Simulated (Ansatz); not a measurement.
**Si: band structure with PBE**

Si:

```xyz
2
Lattice="0.0000 2.7219 2.7219 2.7219 0.0000 2.7219 2.7219 2.7219 0.0000" Properties=species:S:1:pos:R:3 pbc="T T T"
Si    2.7219    2.7219    2.7219
Si    4.0828    4.0828    4.0828
```

- Program: Ansatz 0.2.0
- Task: band structure
- Functional: PBE
- Potentials or basis: Ansatz PAW
- Cutoff: 420 eV (not typed: the program's choice for these potentials)
- k mesh: 8 × 8 × 8
- Occupations: fermi-dirac, width 0.05 eV
- Spin: no spin polarisation
- Path: [["G", "X", "W", "K", "G", "L", "U", "W", "L", "K"], ["U", "X"]]
- Points for each segment of the path: 14

```json
{
  "Pressure": "1.3 GPa",
  "Band gap on the k mesh": "0.63 eV, indirect (least direct gap 2.56 eV)",
  "Band gap along the path": "0.58 eV, indirect (least direct gap 2.56 eV)"
}
```

Levels at the corners of the path, in eV from the valence-band top:
| point | band 1 | band 2 | band 3 | band 4 | band 5 | band 6 | band 7 | band 8 | band 9 |
| --- | --- | --- | --- | --- | --- | --- | --- | --- | --- |
| Γ | -11.91 | 0.00 | 0.00 | 0.00 | 2.56 | 2.56 | 2.56 | 3.28 | 7.71 |
| X | -7.79 | -7.79 | -2.83 | -2.83 | 0.72 | 0.72 | 10.04 | 10.04 | 10.95 |
| W | -7.63 | -7.63 | -3.82 | -3.82 | 4.27 | 4.27 | 4.97 | 4.97 | 10.53 |
| K | -8.21 | -7.21 | -4.27 | -2.41 | 1.21 | 4.12 | 7.43 | 7.98 | 8.18 |
| Γ | -11.91 | 0.00 | 0.00 | 0.00 | 2.56 | 2.56 | 2.56 | 3.28 | 7.71 |
| L | -9.60 | -6.94 | -1.19 | -1.19 | 1.51 | 3.34 | 3.34 | 7.71 | 10.52 |
| U | -8.21 | -7.21 | -4.27 | -2.41 | 1.21 | 4.12 | 7.43 | 7.98 | 8.18 |
| W | -7.63 | -7.63 | -3.82 | -3.82 | 4.27 | 4.27 | 4.97 | 4.97 | 10.53 |
| L | -9.60 | -6.94 | -1.19 | -1.19 | 1.51 | 3.34 | 3.34 | 7.71 | 10.52 |
| K | -8.21 | -7.21 | -4.27 | -2.41 | 1.21 | 4.12 | 7.43 | 7.98 | 8.18 |
| U | -8.21 | -7.21 | -4.27 | -2.41 | 1.21 | 4.12 | 7.43 | 7.98 | 8.18 |
| X | -7.79 | -7.79 | -2.83 | -2.83 | 0.72 | 0.72 | 10.04 | 10.04 | 10.95 |

Wall time 1.6 s on 2 threads of Intel(R) Xeon(R) Platinum 8488C (Sapphire Rapids) (shared host), peak memory 0.34 GiB.
